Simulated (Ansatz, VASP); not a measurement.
**Two plane-wave programs on SrO**

```
Sr O
1.0
     0.00000    2.58031    2.58031
     2.58031    0.00000    2.58031
     2.58031    2.58031    0.00000
Sr O
1 1
Cartesian
  2.5803 2.5803 2.5803
  0.0000 0.0000 0.0000
```

Alike in both runs: functional r2SCAN; k mesh 14 × 14 × 14; occupations fermi-dirac, width 0.1 eV; no spin polarisation.

Ansatz relaxed the structure, and its values are those at the end. VASP's run is a single point on that final structure, the one shown.

```csv
,VASP,Ansatz
version,VASP 6.6.1,Ansatz 0.2.0
potentials or method,"VASP PAW PBE potentials, release 64 (Sr_sv, O)","PAW with Ansatz's default frozen-core files, scalar-relativistic"
plane-wave cutoff (eV),520,500
valence electrons in the cell,16,16
```

```csv
,VASP,Ansatz,Ansatz less VASP
gap on the k mesh at the Fermi level (eV),3.75,3.80,+0.052
pressure (GPa),0.5,0.0,-0.52
```

Caveats: the PAW data sets were made with another functional, which shifts forces and pressure a little (VASP). A k mesh can miss the band edges.
